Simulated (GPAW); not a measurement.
The system is BaTiO3.

```
Ba Ti O
1.0
     3.99980    0.00000    0.00000
     0.00000    3.99980    0.00000
     0.00000    0.00000    4.01800
Ba Ti O
1 1 3
Direct
  0.00000 0.00000 0.00000
  0.50000 0.50000 0.49000
  0.00000 0.50000 0.51700
  0.50000 0.00000 0.51700
  0.50000 0.50000 0.01900
```

Base run:

- Program: GPAW 26.7.0
- Functional: PBEsol
- Potentials or basis: PAW data sets generated in the run's folder for this functional
- Cutoff: 800 eV
- Basis: pw
- k mesh: 5 × 5 × 5
- Occupations: fermi-dirac, width 0.05 eV
- Spin: no spin polarisation
- Hubbard terms: Ti d U = 6 eV

Its results: band gap on the k mesh 2.81 eV, indirect (least direct gap 2.96 eV); pressure 0.6 GPa; largest force 0.634 eV/Å.

Q: The run is repeated on the same cell with these changes: hubbard terms from Ti d U = 6 eV to Ti d U = 4 eV. What comes out?

A: Band gap on the k mesh 2.49 eV, indirect (least direct gap 2.62 eV); pressure -0.5 GPa; largest force 0.375 eV/Å.

Caveats: spin-orbit coupling is left out, which moves the levels of the heavy elements; the mesh misses the band edges, which the band path finds closer together.
